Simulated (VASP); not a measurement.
# Zn (P6_3/mmc) in VASP: further runs

Runs on Zn. Level: PBEsol. Tasks: relaxation of shape and atoms at fixed volume.

All numbers are computed with VASP 6.6.1; they aren't measurements. Logs are shortened: lines on timing, memory, paths and dates and some standing lists are left out, and cuts for length are marked.

## 1. The undisturbed crystal

It takes space group P6_3/mmc (No. 194, hexagonal). Conventional cell: a = 2.670 Å, b = 2.670 Å, c = 4.966 Å, α = 90.00°, β = 90.00°, γ = 120.00°. Around Zn (site symmetry -6m2) lie 12 Zn at 2.67 to 2.92 Å.

## 2. Relaxation of shape and atoms at fixed volume, PBEsol (a relaxed cell with its volume scaled by 1.02)

File INCAR:

```
SYSTEM = Zn
PREC = Accurate
ENCUT = 600
EDIFF = 1E-7
ISMEAR = 1
SIGMA = 0.1
LREAL = .False.
LASPH = .True.
NELM = 80
ALGO = Normal
ISIF = 4
LWAVE = .False.
LCHARG = .False.
GGA = PS
IBRION = 2
NSW = 40
EDIFFG = -0.01
```

File KPOINTS:

```
Automatic mesh
0
Gamma
  18 18 8
  0 0 0
```

File POSCAR:

```
Zn                                      
1.0
    2.6171835017      0.0000000000      0.0000000000
   -1.3085917508      2.2665473989      0.0000000000
    0.0000000000      0.0000000000      4.9085908937
  Zn            
     2
Direct
     0.3333333332999970    0.6666666667000030    0.2500000000000000
     0.6666666667000030    0.3333333332999970    0.7500000000000000
```

Potentials or basis: VASP PAW PBE potentials, release 64 (Zn).

The run is started by

```bash
$ cat potpaw_PBE.64/Zn/POTCAR > POTCAR
$ mpirun -np 1 vasp_std > vasp.out
```

OUTCAR:

```text
SYSTEM = Zn
   PREC = Accurate
   ENCUT = 600
   EDIFF = 1E-7
   ISMEAR = 1
   LREAL = .False.
   LASPH = .True.
   NELM = 80
   ISIF = 4
   GGA = PS
   IBRION = 2
   NSW = 40
   EDIFFG = -0.01

 ion  position               nearest neighbor table
   1  0.333  0.667  0.250-   2 2.88   2 2.88   2 2.88   2 2.88   2 2.88   2 2.88
   2  0.667  0.333  0.750-   1 2.88   1 2.88   1 2.88   1 2.88   1 2.88   1 2.88

  LATTYP: Found a hexagonal cell.
 ALAT       =     2.6171835017
 C/A-ratio  =     1.8755241620

  Lattice vectors:

 A1 = (   2.6171835017,   0.0000000000,   0.0000000000)
 A2 = (  -1.3085917508,   2.2665473989,   0.0000000000)
 A3 = (   0.0000000000,   0.0000000000,   4.9085908937)

Analysis of symmetry for initial positions (statically):
=====================================================================
 Subroutine PRICEL returns:
 Original cell was already a primitive cell.

 Routine SETGRP: Setting up the symmetry group for a
 hexagonal supercell.

 Subroutine GETGRP returns: Found 24 space group operations
 (whereof 12 operations were pure point group operations)
 out of a pool of 24 trial point group operations.

The static configuration has the point symmetry D_3d.
 The point group associated with its full space group is D_6h.

Analysis of symmetry for dynamics (positions and initial velocities):
=====================================================================
 Subroutine PRICEL returns:
 Original cell was already a primitive cell.

 Routine SETGRP: Setting up the symmetry group for a
 hexagonal supercell.

 Subroutine GETGRP returns: Found 24 space group operations
 (whereof 12 operations were pure point group operations)
 out of a pool of 24 trial point group operations.

The dynamic configuration has the point symmetry D_3d.
 The point group associated with its full space group is D_6h.

 Subroutine INISYM returns: Found 24 space group operations
 (whereof 12 operations are pure point group operations),
 and found     1 'primitive' translations

----------------------------------------------------------------------------------------

                                     Primitive cell

  volume of cell :      29.1176

  direct lattice vectors                    reciprocal lattice vectors
     2.617183502  0.000000000  0.000000000     0.382090136  0.220599843  0.000000000
    -1.308591751  2.266547399  0.000000000     0.000000000  0.441199686  0.000000000
     0.000000000  0.000000000  4.908590894     0.000000000  0.000000000  0.203724454

  length of vectors
     2.617183502  2.617183502  4.908590894     0.441199686  0.441199686  0.203724454

  position of ions in fractional coordinates (direct lattice)
     0.333333333  0.666666667  0.250000000
     0.666666667  0.333333333  0.750000000

  ion indices of the primitive-cell ions
   primitive index   ion index
                 1           1
                 2           2

----------------------------------------------------------------------------------------

 KPOINTS: Automatic mesh

Automatic generation of k-mesh.
 Grid dimensions read from file:
 generate k-points for:   18   18    8

 Generating k-lattice:

  Cartesian coordinates                     Fractional coordinates (reciprocal lattice)
     0.021227230  0.012255547  0.000000000     0.055555556  0.000000000  0.000000000
     0.000000000  0.024511094  0.000000000     0.000000000  0.055555556  0.000000000
     0.000000000  0.000000000  0.025465557     0.000000000  0.000000000  0.125000000

  Length of vectors
     0.024511094  0.024511094  0.025465557

  Shift w.r.t. Gamma in fractional coordinates (k-lattice)
     0.000000000  0.000000000  0.000000000

 Subroutine IBZKPT returns following result:
 ===========================================

 Found    185 irreducible k-points:

 Following reciprocal coordinates:
            Coordinates               Weight
  0.000000  0.000000  0.000000      1.000000
  0.055556  0.000000  0.000000      6.000000
  0.111111  0.000000  0.000000      6.000000
  0.166667  0.000000  0.000000      6.000000
  0.222222  0.000000  0.000000      6.000000
  0.277778  0.000000  0.000000      6.000000
[... 16 lines left out ...]
  0.333333  0.111111  0.000000     12.000000
  0.388889  0.111111  0.000000     12.000000
 [... further k-points ...]
   k-points           NKPTS =    185   k-points in BZ     NKDIM =    185   number of bands    NBANDS=     16
   number of dos      NEDOS =    301   number of ions     NIONS =      2
   total plane-waves  NPLWV =  23040
   dimension x,y,z NGX =    24 NGY =   24 NGZ =   40
   dimension x,y,z NGXF=    48 NGYF=   48 NGZF=   80
   ions per type =               2
   NGX,Y,Z   is equivalent  to a cutoff of  15.25, 15.25, 13.55 a.u.
   NGXF,Y,Z  is equivalent  to a cutoff of  30.49, 30.49, 27.09 a.u.
 SYSTEM =  Zn
   PREC   = accura    normal or accurate (medium, high low for compatibility)
   ISTART =      0    job   : 0-new  1-cont  2-samecut
   ICHARG =      2    charge: 1-file 2-atom 10-const
   ISPIN  =      1    spin polarized calculation?
   LNONCOLLINEAR =      F non collinear calculations
   LSORBIT =      F    spin-orbit coupling
   LASPH  =      T    aspherical Exc in radial PAW
   ENCUT  =  600.0 eV  44.10 Ry    6.64 a.u.   5.23  5.23  9.80*2*pi/ulx,y,z
   NELM   =     80;   NELMIN=  2; NELMDL= -5     # of ELM steps
   EDIFF  = 0.1E-06   stopping-criterion for ELM
   LREAL  =      F    real-space projection
   EDIFFG = -.1E-01   stopping-criterion for IOM
   NSW    =     40    number of steps for IOM
   IBRION =      2    ionic relax: 0-MD 1-quasi-New 2-CG
   NFREE  =      1    steps in history (QN), initial steepest desc. (CG)
   ISIF   =      4    stress and relaxation
   ISYM   =      2    0-nonsym 1-usesym 2-fastsym
   POTIM  = 0.5000    time-step for ionic-motion
   TEBEG  =    0.0;   TEEND  =   0.0 temperature during run
   PSTRESS=    0.0 pullay stress
   NELECT =      24.0000    total number of electrons
   NUPDOWN=      -1.0000    fix difference up-down
   EMIN   =  10.00;   EMAX   =-10.00  energy-range for DOS
   EFERMI =   0.00;   METHOD = LEGACY
   ISMEAR =     1;   SIGMA  =   0.10  broadening in eV -4-tet -1-fermi 0-gaus
   EFERMI_NEDOS =   21; number of points for ismear=-14 and -15
   IALGO  =     38    algorithm
   IMIX   =      4    mixing-type and parameters
     AMIX     =   0.40;   BMIX     =  1.00
     AMIX_MAG =   1.60;   BMIX_MAG =  1.00
  volume/ion in A,a.u.               =      14.56        98.25
  Fermi-wavevector in a.u.,A,eV,Ry     =   1.534947  2.900629 32.056162  2.356061
  Thomas-Fermi vector in A             =   2.641804
   LORBIT       =      0    0 simple, 1 ext, 2 COOP (PROOUT), +10 PAW based schemes
   GGA     = PS    functional components
   LHFCALC =     F    Hartree Fock is set to
   AEXX    =    0.0000 exact exchange contribution
   IVDW    =     0    specifies the selected vdW correction
   LEPSILON=     F    determine dielectric tensor
   LRPA    =     F    only Hartree local field effects (RPA)
 conjugate gradient relaxation of ions
 non-spin polarized calculation
 Methfessel and Paxton  Order N= 1 SIGMA  =   0.10
  energy-cutoff  :      600.00
  volume of cell :       29.12
 maximum number of plane-waves:       985
 NGX is ok and might be reduce to    24
   NGX = 11   NGY = 11   NGZ = 19

--------------------------------------- Ionic step        1  -------------------------------------------

 number of electron      24.0000013 magnetization

 Free energy of the ion-electron system (eV)
  ---------------------------------------------------
  ext. energy  EPLUGINS =         0.00000000
  ---------------------------------------------------
  free energy    TOTEN  =        -3.16765647 eV

  energy without entropy =       -3.16717753  energy(sigma->0) =       -3.16749682

------------------------ aborting loop because EDIFF is reached ----------------------------------------

  FORCE on cell =-STRESS in cart. coord.  units (eV):
  Direction    XX          YY          ZZ          XY          YZ          ZX
  --------------------------------------------------------------------------------------
  -------------------------------------------------------------------------------------
  Total       -0.3598579     -0.3598579     -0.2204184     -0.0000000     -0.0000000      0.0000000
  in kB      -19.8009388    -19.8009388    -12.1283728     -0.0000000     -0.0000000      0.0000000
  external PRESSURE =     -17.2434168 kB  Pullay stress =       0.0000000 kB
[... 129 lines left out ...]
  energy  without entropy=       -3.1682429728  energy(sigma->0) =       -3.16818927

--------------------------------------- Ionic step        5  -------------------------------------------

 number of electron      24.0000028 magnetization

 Free energy of the ion-electron system (eV)
  ---------------------------------------------------
  ext. energy  EPLUGINS =         0.00000000
  ---------------------------------------------------
  free energy    TOTEN  =        -3.16914801 eV

  energy without entropy =       -3.16917370  energy(sigma->0) =       -3.16915657

 E-fermi :   3.3055     XC(G=0): -11.9251

 val. band max:        3.2764509135   @ k =   0.2222   0.2222   0.0000
 cond. band min:       3.3124242088   @ k =   0.2778   0.1667   0.0000
 fundamental gap:      0.0359732952
 Fermi energy:         3.3055332679

 k-point     1 :       0.0000    0.0000    0.0000
  band No.  band energies     occupation
      1      -7.5279      2.00000
      2      -5.6215      2.00000
      3      -4.8235      2.00000
      4      -4.5385      2.00000
      5      -4.5385      2.00000
      6      -4.4910      2.00000
[... 8 lines left out ...]
     15      20.1054      0.00000
     16      21.8787      0.00000
[... 420 lines left out ...]
  band No.  band energies     occupation
      1      -5.2456      2.00000
      2      -5.1520      2.00000
      3      -5.0226      2.00000
      4      -4.5554      2.00000
      5      -4.3705      2.00000
      6      -4.3679      2.00000
[... 8 lines left out ...]
     15       8.8190      0.00000
     16      10.2180      0.00000

 [... further k-points ...]

------------------------ aborting loop because EDIFF is reached ----------------------------------------

  FORCE on cell =-STRESS in cart. coord.  units (eV):
  Direction    XX          YY          ZZ          XY          YZ          ZX
  --------------------------------------------------------------------------------------
  -------------------------------------------------------------------------------------
  Total       -0.1994933     -0.1994933     -0.2288248     -0.0000000      0.0000000      0.0000000
  in kB      -10.9769879    -10.9769879    -12.5909305     -0.0000000      0.0000000      0.0000000
  external PRESSURE =     -11.5149688 kB  Pullay stress =       0.0000000 kB
[... 17 lines left out ...]
  FREE ENERGIE OF THE ION-ELECTRON SYSTEM (eV)
  ---------------------------------------------------
  free  energy   TOTEN  =        -3.1691480058 eV

  energy  without entropy=       -3.1691737006  energy(sigma->0) =       -3.16915657

 reached required accuracy - stopping structural energy minimisation
```

Wall time 3.9 min (1 thread of AMD EPYC 9R45 (Zen 5), shared host); peak memory 0.19 GiB.

Results:

| Quantity | Value |
| --- | --- |
| Free energy | -3.1691 eV |
| Energy gained by relaxing | 0.7 meV/atom |
| Ionic steps | 5 |
| Pressure after relaxing | -1.2 GPa |
| Band gap on the k mesh | none (metal or under the smearing width) |

Stress tensor (GPa, compression positive):
```
-1.10  0.00  0.00
 0.00 -1.10  0.00
 0.00  0.00 -1.26
```

The path:
| step | energy change (eV) | largest force (eV/Å) | pressure (GPa) |
| --- | --- | --- | --- |
| 1 | 0.0000 | 0.0000 | -1.72 |
| 2 | -0.0003 | 0.0000 | -1.62 |
| 3 | -0.0014 | 0.0000 | -1.32 |
| 4 | -0.0005 | 0.0000 | -0.67 |
| 5 | -0.0015 | 0.0000 | -1.15 |

Final structure:
```
Zn
1.0
     2.60003    0.00000    0.00000
    -1.30001    2.25169    0.00000
     0.00000    0.00000    4.97357
Zn
2
Cartesian
  0.0000 1.5011 1.2434
  1.3000 0.7506 3.7302
```

Levels at points of the mesh, in eV from the Fermi level:
| k point | band 10 | band 11 | band 12 | band 13 | band 14 | band 15 |
| --- | --- | --- | --- | --- | --- | --- |
| (0.00, 0.00, 0.00) | -7.19 | -7.19 | -4.06 | -3.40 | 12.93 | 16.80 |
| (0.50, 0.00, 0.00) | -6.96 | -2.94 | -2.10 | 2.48 | 3.53 | 4.15 |
| (0.00, 0.00, 0.50) | -7.27 | -7.27 | -7.27 | 4.09 | 4.09 | 19.86 |
| (0.50, 0.00, 0.50) | -6.96 | -2.02 | -2.02 | 0.28 | 0.28 | 9.96 |

Caveat: the PAW data sets were made with another functional, which shifts forces and pressure a little.

## 3. Relaxation of shape and atoms at fixed volume, PBEsol (a relaxed cell with its volume scaled by 1.04)

INCAR is that of step 2.

KPOINTS is that of step 2.

File POSCAR:

```
Zn                                      
1.0
    2.6341786760      0.0000000000      0.0000000000
   -1.3170893379      2.2812656515      0.0000000000
    0.0000000000      0.0000000000      4.9404657537
  Zn            
     2
Direct
     0.3333333332999970    0.6666666667000030    0.2500000000000000
     0.6666666667000030    0.3333333332999970    0.7500000000000000
```

Potentials or basis: VASP PAW PBE potentials, release 64 (Zn).

The run is started by

```bash
$ cat potpaw_PBE.64/Zn/POTCAR > POTCAR
$ mpirun -np 1 vasp_std > vasp.out
```

OUTCAR:

```text
SYSTEM = Zn
   PREC = Accurate
   ENCUT = 600
   EDIFF = 1E-7
   ISMEAR = 1
   LREAL = .False.
   LASPH = .True.
   NELM = 80
   ISIF = 4
   GGA = PS
   IBRION = 2
   NSW = 40
   EDIFFG = -0.01

 ion  position               nearest neighbor table
   1  0.333  0.667  0.250-   2 2.90   2 2.90   2 2.90   2 2.90   2 2.90   2 2.90
   2  0.667  0.333  0.750-   1 2.90   1 2.90   1 2.90   1 2.90   1 2.90   1 2.90

  LATTYP: Found a hexagonal cell.
 ALAT       =     2.6341786760
 C/A-ratio  =     1.8755241619

  Lattice vectors:

 A1 = (   2.6341786760,   0.0000000000,   0.0000000000)
 A2 = (  -1.3170893379,   2.2812656515,   0.0000000000)
[... 289 lines left out ...]
 number of electron      24.0000033 magnetization

 Free energy of the ion-electron system (eV)
  ---------------------------------------------------
  ext. energy  EPLUGINS =         0.00000000
  ---------------------------------------------------
  free energy    TOTEN  =        -3.16297767 eV

  energy without entropy =       -3.16299198  energy(sigma->0) =       -3.16298244

 E-fermi :   3.1145     XC(G=0): -11.8188

 val. band max:        3.0615230486   @ k =   0.2778   0.1667   0.0000
 cond. band min:       3.1402478621   @ k =   0.3333   0.1111   0.0000
 fundamental gap:      0.0787248135
 Fermi energy:         3.1144944898

 k-point     1 :       0.0000    0.0000    0.0000
  band No.  band energies     occupation
      1      -7.5165      2.00000
      2      -5.6971      2.00000
      3      -4.9217      2.00000
      4      -4.6352      2.00000
      5      -4.6352      2.00000
      6      -4.5920      2.00000
[... 433 lines left out ...]
      3      -5.0955      2.00000
      4      -4.6563      2.00000
      5      -4.4641      2.00000
      6      -4.4576      2.00000
[... 8 lines left out ...]
     15       8.5169      0.00000
     16      10.0184      0.00000

 [... further k-points ...]
[... 5 lines left out ...]
  --------------------------------------------------------------------------------------
  -------------------------------------------------------------------------------------
  Total       -0.4540162     -0.4540162     -0.4271544     -0.0000000      0.0000000      0.0000000
  in kB      -24.5015145    -24.5015145    -23.0518866     -0.0000000      0.0000000      0.0000000
  external PRESSURE =     -24.0183052 kB  Pullay stress =       0.0000000 kB
[... 17 lines left out ...]
  FREE ENERGIE OF THE ION-ELECTRON SYSTEM (eV)
  ---------------------------------------------------
  free  energy   TOTEN  =        -3.1629776660 eV

  energy  without entropy=       -3.1629919788  energy(sigma->0) =       -3.16298244

 reached required accuracy - stopping structural energy minimisation
```

OSZICAR:

```text
N       E                     dE             d eps       ncg     rms          rms(c)
DAV:   1     0.994279564084E+02    0.99428E+02   -0.14007E+04  6096   0.261E+03
DAV:   2    -0.673283571540E+00   -0.10010E+03   -0.98497E+02  6080   0.315E+02
[... 30 lines left out ...]
DAV:   1    -0.316698235773E+01   -0.41880E-02   -0.83715E-02  6976   0.280E+00    0.390E-01
DAV:   2    -0.316434189108E+01    0.26405E-02   -0.25360E-03  6344   0.961E-01    0.234E-01
DAV:   3    -0.316296341630E+01    0.13785E-02   -0.19060E-03  7984   0.728E-01    0.264E-02
DAV:   4    -0.316297837102E+01   -0.14955E-04   -0.20636E-04  6272   0.170E-01    0.166E-02
DAV:   5    -0.316297773918E+01    0.63184E-06   -0.22929E-06  7104   0.359E-02    0.214E-03
DAV:   6    -0.316297766598E+01    0.73196E-07   -0.34617E-07  6256   0.985E-03
   4 F= -.31629777E+01 E0= -.31629824E+01  d E =-.400140E-02
```

CONTCAR:

```text
Zn
   1.00000000000000
     2.6079419633428755   -0.0000000000090176    0.0000000000000000
    -1.3039709815802432    2.2585439918355106    0.0000000000000000
    -0.0000000000000000   -0.0000000000000000    5.0403710422633621
  Zn
     2
Direct
     0.3333333332999970    0.6666666667000030    0.2500000000000000
     0.6666666667000030    0.3333333332999970    0.7500000000000000

  0.00000000E+00  0.00000000E+00  0.00000000E+00
  0.00000000E+00  0.00000000E+00  0.00000000E+00
```

Wall time 3.3 min (1 thread of AMD EPYC 9R45 (Zen 5), shared host); peak memory 0.2 GiB.

Results:

```yaml
Free_energy: -3.1630 eV
Energy_gained_by_relaxing: 2.0 meV/atom
Ionic_steps: 4
Pressure_after_relaxing: -2.4 GPa
Band_gap_on_the_k_mesh: none (metal or under the smearing width)
```

The path:
| step | energy change (eV) | largest force (eV/Å) | pressure (GPa) |
| --- | --- | --- | --- |
| 1 | 0.0000 | 0.0000 | -3.25 |
| 2 | -0.0013 | 0.0000 | -3.07 |
| 3 | -0.0038 | 0.0000 | -2.57 |
| 4 | -0.0040 | 0.0000 | -2.40 |

Final structure:
```cif
data_structure
_symmetry_space_group_name_H-M 'P 1'
_symmetry_Int_Tables_number 1
_cell_length_a 2.6079
_cell_length_b 2.6079
_cell_length_c 5.0404
_cell_angle_alpha 90.000
_cell_angle_beta 90.000
_cell_angle_gamma 120.000
_cell_volume 29.69
loop_
_atom_site_label
_atom_site_type_symbol
_atom_site_fract_x
_atom_site_fract_y
_atom_site_fract_z
_atom_site_occupancy
Zn1 Zn 0.33333 0.66667 0.25000 1
Zn2 Zn 0.66667 0.33333 0.75000 1
```

Levels at points of the mesh, in eV from the Fermi level:
```
           k point  band 10  band 11  band 12  band 13  band 14  band 15
(0.00, 0.00, 0.00)    -7.12    -7.12    -3.95    -3.48    12.48    16.36
(0.50, 0.00, 0.00)    -6.88    -2.80    -2.00     2.42     3.57     4.02
(0.00, 0.00, 0.50)    -7.19    -7.19    -7.19     3.90     3.90    19.81
(0.50, 0.00, 0.50)    -6.89    -1.90    -1.90     0.32     0.32     9.76
```

Caveat: the PAW data sets were made with another functional, which shifts forces and pressure a little.
